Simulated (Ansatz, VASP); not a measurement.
AgCl: VASP beside Ansatz

INCAR

```
SYSTEM = AgCl
ALGO = Normal
EDIFF = 1E-6
ENCUT = 520
GGA = PS
ISIF = 2
ISMEAR = -1
LASPH = .True.
LCHARG = .True.
LELF = .True.
LREAL = .False.
LVHAR = .True.
LWAVE = .False.
NBANDS = 16
NELM = 80
PREC = Accurate
SIGMA = 0.01
```

The input KPOINTS:

```
k-points
0
Gamma
  9 9 9
  0 0 0
```

File POSCAR:

```
AgCl
1.0
    0.0000000000      2.7356704056      2.7356704056
    2.7356704056      0.0000000000      2.7356704056
    2.7356704056      2.7356704056      0.0000000000
Ag Cl
1 1
Direct
    0.5000000000      0.5000000000      0.5000000000
    0.0000000000      0.0000000000      0.0000000000
```

Input for Ansatz:

```yaml
crystal:
  lattice:
    - [0.0, 2.7356704056, 2.7356704056]
    - [2.7356704056, 0.0, 2.7356704056]
    - [2.7356704056, 2.7356704056, 0.0]
  atoms:
    - { symbol: Ag, position: [0.5, 0.5, 0.5] }
    - { symbol: Cl, position: [0.0, 0.0, 0.0] }
kpoints:
  mp_grid: { grid: [9, 9, 9] }
  band_path:
    path:
      - [0.0, 0.0, 0.0]
      - [0.5, 0.0, 0.5]
      - [0.625, 0.25, 0.625]
      - [0.375, 0.375, 0.75]
      - [0.0, 0.0, 0.0]
      - [0.5, 0.5, 0.5]
      - [0.5, 0.25, 0.75]
      - [0.5, 0.0, 0.5]
    npoints: 5
scf:
  occupations: { method: fermi_dirac, width: 0.01 }
hamiltonian:
  xc: pbesol
  pseudopotentials: { kind: all_electron, lapw: { basis_error: 0.0005 } }
output:
  forces: true
  stress: true
  eigenvalues: true
```

Change from the starting cell: volume scaled by 0.96.

Alike in both runs: task single point; functional PBEsol; k mesh 9 × 9 × 9; occupations fermi-dirac, width 0.01 eV; no spin polarisation.

|  | VASP | Ansatz |
| --- | --- | --- |
| version | VASP 6.6.1 | Ansatz 0.2.0 |
| potentials or method | VASP PAW PBE potentials, release 64 (Ag, Cl) | all-electron LAPW, scalar-relativistic |
| plane-wave cutoff (eV) | 520 | see its input |

VASP gave:

* gap on the k mesh at the Fermi level (eV): 0.77
* pressure (GPa): -0.8

Estimate Ansatz's values.

gap on the k mesh at the Fermi level (eV): 0.78; pressure (GPa): -0.7.

Ansatz ran all-electron here, so the differences hold the error of VASP's frozen core and of both bases.

Caveats: the PAW data sets were made with another functional, which shifts forces and pressure a little (VASP); an odd mesh through Γ misses points on the zone boundary, where band edges often lie.
